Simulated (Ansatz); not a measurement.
## HgGeP$_{3}$: settings compared (Ansatz)

The command:

```bash
ansatz run input.yaml --threads 1 --pin off --max-ram 2560MiB --backend cpu --events-out ev --progress --plain --runs-dir out
```

The input file (Ansatz 0.2.0, plane waves):

```yaml
crystal:
  lattice:
    - [6.946136, 0.0, 0.0]
    - [0.0, 6.035695, 0.0]
    - [-1.418923, 0.0, 4.839799]
  atoms:
    - { symbol: Ge, position: [0.1205, 0.25, 0.0738] }
    - { symbol: Ge, position: [0.8795, 0.75, 0.9262] }
    - { symbol: P, position: [0.1256, 0.25, 0.6761] }
    - { symbol: P, position: [0.8744, 0.75, 0.3239] }
    - { symbol: P, position: [0.3233, 0.0062, 0.1878] }
    - { symbol: P, position: [0.6767, 0.5062, 0.8122] }
    - { symbol: P, position: [0.6767, 0.9938, 0.8122] }
    - { symbol: P, position: [0.3233, 0.4938, 0.1878] }
    - { symbol: Hg, position: [0.7057, 0.25, 0.3257] }
    - { symbol: Hg, position: [0.2943, 0.75, 0.6743] }
  symmetry: { tolerance: 0.0003 }
kpoints:
  mp_grid: { grid: [3, 3, 4], shift: [0, 0, 0] }
magnetization:
  spin_polarized: false
scf:
  occupations: { method: fermi_dirac, width: 0.0273 }
hamiltonian:
  pseudopotentials: { kind: paw }
  xc: pbe
basis:
  ecutwfc: 420
output:
  forces: true
  stress: true
  eigenvalues: true
```

Origin of the cell: a known structure type with other elements, at an estimated volume, so it need not be a known compound.

Output of this run (shortened):

```
SCF iter   1: F=—  HF=-40738.600830 eV  Δρ=3.81e-3  dr2=5.31e-2  defer=7
SCF iter   2: F=—  HF=-40738.591042 eV  Δρ=2.23e-3  dr2=2.12e-2  defer=39
SCF iter   3: F=—  HF=-40738.587489 eV  Δρ=5.60e-4  dr2=1.58e-3  defer=39
SCF iter   4: F=—  HF=-40738.587341 eV  Δρ=3.06e-4  dr2=4.11e-4  defer=39
SCF iter   5: F=—  HF=-40738.587254 eV  Δρ=1.24e-4  dr2=8.67e-5  defer=39
SCF iter   6: F=—  HF=-40738.587289 eV  Δρ=4.55e-5  dr2=8.84e-6  defer=39
SCF iter   7: F=—  HF=-40738.587291 eV  Δρ=1.24e-5  dr2=5.39e-7  defer=39
SCF iter   8: F=-40738.587291 eV  HF=-40738.587291 eV  Δρ=4.33e-6  dr2=7.40e-8
SCF 1 converged in 8 iterations: F = -40738.587291 eV  dr2 = 7.40e-8
SCF converged after 8 iterations
Free energy (F): -40738.587291 eV
Harris-Foulkes:  -40738.587291 eV  (|F-HF|=8.86e-9)
Internal energy: -40738.565601 eV  (E = F + TS)
E sigma→0 (E₀):  -40738.576446 eV
Entropy (-TS):   -0.021690 eV (-2.169 meV/atom)
Fermi energy:    9.213355 eV
--- Per-component energies (eV) ---
  E_band       = -1174.600299
  E_kinetic    = 1854.716983
  E_local      = -12251.898925  (includes V_loc(G=0)·N_el)
  E_nonlocal   = 1195.470810
  E_hartree    = 5297.996335
  E_xc         = -959.758611
  E_vxc        = -1016.873379  (∫ρ·V_xc dr)
  E_paw        = -27344.381019  (= ΣΔE_a)
  E_vpaw       = -1551.994949  (= ΣTr[D̂ρ^β])
  E_aug_tail   = 0.002458  (compensation charges beyond the density's cutoff)
  E_ewald      = -8530.713633
  E_smearing   = -0.021690  (= −TS)
  Σ components = -40738.587291   (vs F -40738.587291, Δ=0.00e0)
--- Forces (eV/Å), atoms counted from 1 ---
  atom   1  Ge    -8.196676    -0.000000     1.721534
  atom   2  Ge     8.196676     0.000000    -1.721534
  atom   3  P      1.355207    -0.000000    -4.900239
[… 2 lines left out …]
  atom   6  P     -3.439525    -4.245456    -1.310260
  atom   7  P     -3.439525     4.245456    -1.310260
  atom   8  P      3.439525     4.245456     1.310260
  atom   9  Hg     0.146241    -0.000000     0.119347
  atom  10  Hg    -0.146241     0.000000    -0.119347
  max |Σ_I F_I| component: 8.88e-16 eV/Å
--- Stress (GPa, compression-positive) ---
       13.117695      -0.000000       0.181475
       -0.000000      19.915623       0.000000
        0.181475       0.000000      16.983940
  P = ⅓ Tr σ = 16.6724 GPa (166.724 kbar)
```

The same input was run again with these changes:

1. `kpoints.mp_grid.grid` [3, 3, 4] → [4, 4, 6]
2. `scf.eigensolver.kind` default → davidson; `scf.occupations.method` fermi_dirac → cold; `scf.occupations.width` 0.0273 → 0.1
3. `scf.eigensolver.kind` default → davidson
4. `scf.mixing.algorithm` default → broyden; `scf.mixing.beta` default → 0.2

```json
{"run": "base", "end": "converged", "SCF iterations": "8", "P (GPa)": "16.67", "max force component (eV/Å)": "8.197", "moment (μB)": "–", "ΔE(σ→0) (meV/atom)": "0"}
{"run": "1", "end": "converged", "SCF iterations": "8", "P (GPa)": "16.45", "max force component (eV/Å)": "8.378", "moment (μB)": "–", "ΔE(σ→0) (meV/atom)": "-12.34"}
{"run": "2", "end": "converged", "SCF iterations": "8", "P (GPa)": "16.66", "max force component (eV/Å)": "8.200", "moment (μB)": "–", "ΔE(σ→0) (meV/atom)": "0.03"}
{"run": "3", "end": "converged", "SCF iterations": "8", "P (GPa)": "16.67", "max force component (eV/Å)": "8.197", "moment (μB)": "–", "ΔE(σ→0) (meV/atom)": "0.00"}
{"run": "4", "end": "converged", "SCF iterations": "13", "P (GPa)": "16.67", "max force component (eV/Å)": "8.197", "moment (μB)": "–", "ΔE(σ→0) (meV/atom)": "0.00"}
```

Energies are compared only where functional, datasets, charge and starting cell are the same.

Caveats of the base run: no spin-orbit coupling, though heavy elements are present; the given cell is far from equilibrium, with atoms too close or a volume far off; the k mesh is coarse if the cell is a metal.

The base run took 8.7 s on 1 thread of Intel(R) Xeon(R) Platinum 8488C (Sapphire Rapids), on a shared host, peak memory 0.65 GiB, from the program's own first density.
